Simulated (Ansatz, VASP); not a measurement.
# Zr in VASP and in Ansatz

```
Zr
1.0
     3.23200    0.04848    0.00000
    -1.57401    2.77475    0.00000
     0.00000    0.00000    5.14700
Zr
2
Direct
  0.33333 0.66667 0.25000
  0.66667 0.33333 0.75000
```

Change from the starting cell: xy shear strain of +3 %, crystal datasets.

Alike in both runs: task electric field gradients; functional PBE; k mesh 13 × 13 × 7; occupations fermi-dirac, width 0.03 eV; no spin polarisation.

|  | VASP | Ansatz |
| --- | --- | --- |
| version | VASP 6.6.1 | Ansatz 0.2.0 |
| potentials or method | VASP PAW PBE potentials, release 64 (Zr_sv), cutoff 520 eV | all-electron PAW with datasets made for the crystal, scalar-relativistic |

VASP gave:

| Item | Value |
| --- | --- |
| pressure (GPa) | 0.5 |
| largest component of the traceless stress (GPa) | 1.36 |
| rms of the force components (eV/Å) | 0.035 |
| Vzz of the field gradient on the site that differs most (V/Å²) | 39.8 |

Task: What did Ansatz give for the same quantities?

Result: Pressure (GPa): 0.5; largest component of the traceless stress (GPa): 1.36; rms of the force components (eV/Å): 0.035; Vzz of the field gradient on the site that differs most (V/Å²): 40.7.

Atom by atom the forces differ by 0.000 eV/Å (rms over components). Ansatz ran all-electron here, so the differences hold the error of VASP's frozen core and of both bases. Ansatz warned: «gradients_without_spin_orbit».
